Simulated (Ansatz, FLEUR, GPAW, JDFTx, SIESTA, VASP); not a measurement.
## Si: 9 runs at one level of theory

```
Si
1.0
     0.00000    2.72185    2.72185
     2.72185    0.00000    2.72185
     2.72185    2.72185    0.00000
Si
2
Direct
  0.50000 0.50000 0.50000
  0.75000 0.75000 0.75000
```

Alike in all runs: task band structure; functional PBE; k mesh 8 × 8 × 8; occupations fermi-dirac, width 0.05 eV; no spin polarisation; no spin-orbit coupling. Pressure is positive in compression and, in plane waves, holds the error of the finite cutoff, which Ansatz's Pulay term estimates and takes out. Gaps are the smaller of the mesh's and the band path's.

```
                                                     program and potentials  plane-wave cutoff (eV)                             notes  band gap (eV)  pressure (GPa)
                             Ansatz, all-electron LAPW, scalar-relativistic                       -                                 -           0.59            1.31
                                                            Ansatz, SPMS NC                     408  Pulay term of +0.07 GPa included           0.58            1.30
SIESTA, files PseudoDojo sr-pbe-0.4.1-standard, DZP (energy shift 0.002 Ry)                       -                      atomic basis           0.59            2.60
                                                 FLEUR, all-electron, FLAPW                       -                                 -           0.59               -
SIESTA, files PseudoDojo sr-pbe-0.4.1-standard, TZP (energy shift 0.002 Ry)                       -                      atomic basis           0.59            2.32
                                 GPAW, GPAW PAW data sets (gpaw-data 1.2.1)                     600                                 -           0.58            1.61
                                 VASP, PBE PAW files Si, release 54, 500 eV                     500                                 -           0.59            1.26
                                                        GPAW, SG15 ONCV 1.2                    1100                                 -           0.57            1.67
                                      JDFTx, PseudoDojo-SR-PBE-0.5-standard                     490                                 -           0.58               -
```

The band gap spans 0.57 (GPAW, SG15 ONCV 1.2) to 0.59 eV (FLEUR, all-electron, FLAPW), with all-electron results at 0.59. The pressure spans 1.26 (VASP, PBE PAW files Si, release 54, 500 eV) to 2.60 GPa (SIESTA, files PseudoDojo sr-pbe-0.4.1-standard, DZP (energy shift 0.002 Ry)), with all-electron results at 1.31. The paths' points differ, which is worth about 0.01 eV. Rows in atomic bases carry the error of their basis and grid, which can be large.

Differences between rows come from potentials, basis sets and numerical settings, since the functional is the same but for its coding. Runs on potential files found faulty are left out.
